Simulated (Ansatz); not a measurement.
`FCOC(F)[SiH3]` + acetic acid → `CC(=O)O[SiH3]` + `FCOCF`  (ligand exchange at the Si–C bond)

Gas-phase electronic energies from Ansatz, PBE0-D4/def2-TZVP geometries. CCSD(T)/CBS is the MP2 limit (def2-TZVPP, def2-QZVPP) plus CCSD(T) − MP2 in def2-TZVPP, frozen cores. DFT in def2-TZVPP. Each species was taken in one conformer, which may not be the lowest.

```tsv
species	ωB97M-V energy (Eh)
`FCOC(F)[SiH3]`	-644.22796
`CC(=O)O`	-229.10750
`CC(=O)O[SiH3]`	-519.81431
`FCOCF`	-353.56145
```

Q: Work out ΔE.

A: ΔE = (-519.81431) + (-353.56145) − (-644.22796) − (-229.10750) = -0.04030 Eh = -105.8 kJ/mol. CCSD(T)/CBS gives -109.7 kJ/mol.

Largest T1 diagnostic among the species: 0.015.

From PBE to PBE0 (25 % exact exchange), in def2-TZVPP and without D4, ΔE moves by −7.3 kJ/mol. In def2-TZVPP, CCSD(T) changes the Hartree–Fock value by +15.0 kJ/mol (the triples alone add +1.8 kJ/mol) and MP2 by +10.8 kJ/mol.
